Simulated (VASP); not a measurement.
# GeS (Pnma) in VASP: single point with PBEsol

Aim: the single point of GeS with PBEsol.

Program: VASP 6.6.1. These are calculated values, not measurements. Logs are shortened: lines on timing, memory, paths and dates and some standing lists are left out, and cuts for length are marked.

### 1 Starting point

Symmetry: Pnma, No. 62, orthorhombic system. Conventional cell: a = 10.440 Å, b = 3.650 Å, c = 4.300 Å, α = 90.00°, β = 90.00°, γ = 90.00°. Ge (site symmetry m) has 3 S at 2.46 to 2.50 Å as nearest neighbours. S (site symmetry m) has 3 Ge at 2.46 to 2.50 Å as nearest neighbours.

### 2 Single point, PBEsol

INCAR reads:

```
PREC = Accurate
ENCUT = 520
EDIFF = 1E-6
ISMEAR = 0
SIGMA = 0.1
LREAL = F
LASPH = T
NELM = 100
ALGO = Fast
ISIF = 2
LWAVE = F
LCHARG = T
GGA = PS
LELF = T
LVHAR = T
NBANDS = 50
```

KPOINTS reads:

```
regular mesh
0
Gamma
  2 6 4
```

POSCAR reads:

```
GeS
1.0
   10.4400000000      0.0000000000      0.0000000000
    0.0000000000      3.6500000000      0.0000000000
    0.0000000000      0.0000000000      4.3000000000
Ge S
4 4
Direct
    0.1210000000      0.2500000000      0.1060000000
    0.8790000000      0.7500000000      0.8940000000
    0.3790000000      0.7500000000      0.6060000000
    0.6210000000      0.2500000000      0.3940000000
    0.8520000000      0.2500000000      0.5030000000
    0.1480000000      0.7500000000      0.4970000000
    0.6480000000      0.7500000000      0.0030000000
    0.3520000000      0.2500000000      0.9970000000
```

Potentials or basis: VASP PAW PBE potentials, release 64 (Ge_d, S).

Started as:

```console
cat potpaw_PBE.64/Ge_d/POTCAR potpaw_PBE.64/S/POTCAR > POTCAR
mpirun -np 1 vasp_std > vasp.out
```

OUTCAR:

```text
PREC = Accurate
   ENCUT = 520
   EDIFF = 1E-6
   ISMEAR = 0
   LREAL = F
   LASPH = T
   NELM = 100
   ISIF = 2
   GGA = PS

 ion  position               nearest neighbor table
   1  0.121  0.250  0.106-   8 2.46   6 2.50   6 2.50
   2  0.879  0.750  0.894-   7 2.46   5 2.50   5 2.50
   3  0.379  0.750  0.606-   6 2.46   8 2.50   8 2.50
   4  0.621  0.250  0.394-   5 2.46   7 2.50   7 2.50
   5  0.852  0.250  0.503-   4 2.46   2 2.50   2 2.50
   6  0.148  0.750  0.497-   3 2.46   1 2.50   1 2.50
   7  0.648  0.750  0.003-   2 2.46   4 2.50   4 2.50
   8  0.352  0.250  0.997-   1 2.46   3 2.50   3 2.50

  LATTYP: Found a simple orthorhombic cell.
 ALAT       =     3.6500000000
 B/A-ratio  =     1.1780821918
 C/A-ratio  =     2.8602739726

  Lattice vectors:

 A1 = (   0.0000000000,   3.6500000000,   0.0000000000)
 A2 = (   0.0000000000,   0.0000000000,   4.3000000000)
 A3 = (  10.4400000000,   0.0000000000,   0.0000000000)

Analysis of symmetry for initial positions (statically):
=====================================================================
 Subroutine PRICEL returns:
 Original cell was already a primitive cell.

 Routine SETGRP: Setting up the symmetry group for a
 simple orthorhombic supercell.

 Subroutine GETGRP returns: Found  8 space group operations
 (whereof  2 operations were pure point group operations)
 out of a pool of  8 trial point group operations.

The static configuration has the point symmetry S_2 .
 The point group associated with its full space group is D_2h.

Analysis of symmetry for dynamics (positions and initial velocities):
=====================================================================
 Subroutine PRICEL returns:
 Original cell was already a primitive cell.

 Routine SETGRP: Setting up the symmetry group for a
 simple orthorhombic supercell.

 Subroutine GETGRP returns: Found  8 space group operations
 (whereof  2 operations were pure point group operations)
 out of a pool of  8 trial point group operations.

The dynamic configuration has the point symmetry S_2 .
 The point group associated with its full space group is D_2h.

 Subroutine INISYM returns: Found  8 space group operations
 (whereof  2 operations are pure point group operations),
 and found     1 'primitive' translations

----------------------------------------------------------------------------------------

                                     Primitive cell

[... 108 lines left out ...]
   ISYM   =      2    0-nonsym 1-usesym 2-fastsym
   POTIM  = 0.5000    time-step for ionic-motion
   TEBEG  =    0.0;   TEEND  =   0.0 temperature during run
   PSTRESS=    0.0 pullay stress
   NELECT =      80.0000    total number of electrons
   NUPDOWN=      -1.0000    fix difference up-down
   EMIN   =  10.00;   EMAX   =-10.00  energy-range for DOS
   EFERMI =   0.00;   METHOD = LEGACY
   ISMEAR =     0;   SIGMA  =   0.10  broadening in eV -4-tet -1-fermi 0-gaus
   EFERMI_NEDOS =   21; number of points for ismear=-14 and -15
   IALGO  =     68    algorithm
   IMIX   =      4    mixing-type and parameters
     AMIX     =   0.40;   BMIX     =  1.00
     AMIX_MAG =   1.60;   BMIX_MAG =  1.00
  volume/ion in A,a.u.               =      20.48       138.22
  Fermi-wavevector in a.u.,A,eV,Ry     =   1.289093  2.436032 22.609625  1.661761
  Thomas-Fermi vector in A             =   2.421007
   LORBIT       =      0    0 simple, 1 ext, 2 COOP (PROOUT), +10 PAW based schemes
   GGA     = PS    functional components
   LHFCALC =     F    Hartree Fock is set to
   AEXX    =    0.0000 exact exchange contribution
   IVDW    =     0    specifies the selected vdW correction
   LEPSILON=     F    determine dielectric tensor
   LRPA    =     F    only Hartree local field effects (RPA)
 non-spin polarized calculation
 RMM-DIIS sequential band-by-band and
 Gauss-broadening in eV      SIGMA  =   0.10
  energy-cutoff  :      520.00
  volume of cell :      163.86
 maximum number of plane-waves:      4436
 NGX is ok and might be reduce to    80
   NGX = 39   NGY = 13   NGZ = 15

 number of electron      80.0000006 magnetization

 Free energy of the ion-electron system (eV)
  ---------------------------------------------------
  ext. energy  EPLUGINS =         0.00000000
  ---------------------------------------------------
  free energy    TOTEN  =       -39.55094872 eV

  energy without entropy =      -39.55094872  energy(sigma->0) =      -39.55094872

 E-fermi :   5.3383     XC(G=0): -10.3473

 val. band max:        4.8687559814   @ k =   0.0000   0.0000   0.0000
 cond. band min:       5.7895518713   @ k =   0.0000   0.3333   0.0000
 fundamental gap:      0.9207958899
 Fermi energy:         5.3383469069

 k-point     1 :       0.0000    0.0000    0.0000
  band No.  band energies     occupation
      1     -19.4727      2.00000
      2     -19.4685      2.00000
      3     -19.4669      2.00000
      4     -19.4641      2.00000
      5     -19.4640      2.00000
      6     -19.4620      2.00000
[... 1261 lines left out ...]
     49      11.8533      0.00000
     50      11.8708      0.00000

------------------------ aborting loop because EDIFF is reached ----------------------------------------

  FORCE on cell =-STRESS in cart. coord.  units (eV):
  Direction    XX          YY          ZZ          XY          YZ          ZX
  --------------------------------------------------------------------------------------
  -------------------------------------------------------------------------------------
  Total       -2.3670095     -2.0873596     -4.3349106      0.0000000      0.0000000      0.0000000
  in kB      -23.1445516    -20.4101429    -42.3866321      0.0000000      0.0000000      0.0000000
  external PRESSURE =     -28.6471088 kB  Pullay stress =       0.0000000 kB

 VOLUME and BASIS-vectors are now :
 -----------------------------------------------------------------------------
  energy-cutoff  :      520.00
  volume of cell :      163.86
      direct lattice vectors                 reciprocal lattice vectors
    10.440000000  0.000000000  0.000000000     0.095785441  0.000000000  0.000000000
     0.000000000  3.650000000  0.000000000     0.000000000  0.273972603  0.000000000
     0.000000000  0.000000000  4.300000000     0.000000000  0.000000000  0.232558140

 POSITION                                       TOTAL-FORCE (eV/Angst)
 -----------------------------------------------------------------------------------
      1.26324      0.91250      0.45580         0.252261     -0.000000      0.371985
      9.17676      2.73750      3.84420        -0.252261      0.000000     -0.371985
      3.95676      2.73750      2.60580        -0.252261     -0.000000      0.371985
      6.48324      0.91250      1.69420         0.252261      0.000000     -0.371985
      8.89488      0.91250      2.16290        -0.121678      0.000000      0.320939
      1.54512      2.73750      2.13710         0.121678      0.000000     -0.320939
      6.76512      2.73750      0.01290         0.121678      0.000000      0.320939
      3.67488      0.91250      4.28710        -0.121678     -0.000000     -0.320939
 -----------------------------------------------------------------------------------
    total drift:                               -0.000000      0.000000      0.000000

  FREE ENERGIE OF THE ION-ELECTRON SYSTEM (eV)
  ---------------------------------------------------
  free  energy   TOTEN  =       -39.5509487243 eV

  energy  without entropy=      -39.5509487243  energy(sigma->0) =      -39.55094872
```

stdout:

```text
POSCAR found type information on POSCAR GeS
 POSCAR found :  2 types and       8 ions
 scaLAPACK will be used
 -----------------------------------------------------------------------------
|                                                                             |
|                                                                             |
|     You enforced a specific xc type in the INCAR file but a different       |
|     I HOPE YOU KNOW WHAT YOU ARE DOING!                                     |
|                                                                             |
 -----------------------------------------------------------------------------

 LDA part: xc-table for (Slater+PW92), standard interpolation
 POSCAR, INCAR and KPOINTS ok, starting setup
 FFT: planning ... GRIDC
 FFT: planning ... GRID_SOFT
 FFT: planning ... GRID
 WAVECAR not read
 entering main loop
WARNING in EDDRMM: call to ZHEGV failed, returncode =   8  4     48
WARNING in EDDRMM: call to ZHEGV failed, returncode =   6  3     29
WARNING in EDDRMM: call to ZHEGV failed, returncode =   6  3     37
```

Run time: 2.1 min. Hardware: 1 thread of AMD EPYC 9R45 (Zen 5), shared host; peak memory 0.29 GiB.

What came out:

* Free energy: -39.5509 eV
* Pressure: -2.9 GPa
* Largest force: 0.449 eV/Å
* Band gap on the k mesh: 0.92 eV, indirect (least direct gap 0.96 eV)

Forces on the atoms (eV/Å):
```
Ge   0.252  0.000  0.372
Ge  -0.252  0.000 -0.372
Ge  -0.252  0.000  0.372
Ge   0.252  0.000 -0.372
S   -0.122  0.000  0.321
S    0.122  0.000 -0.321
S    0.122  0.000  0.321
S   -0.122  0.000 -0.321
```

Caveat: the PAW data sets were made with another functional, which shifts forces and pressure a little.
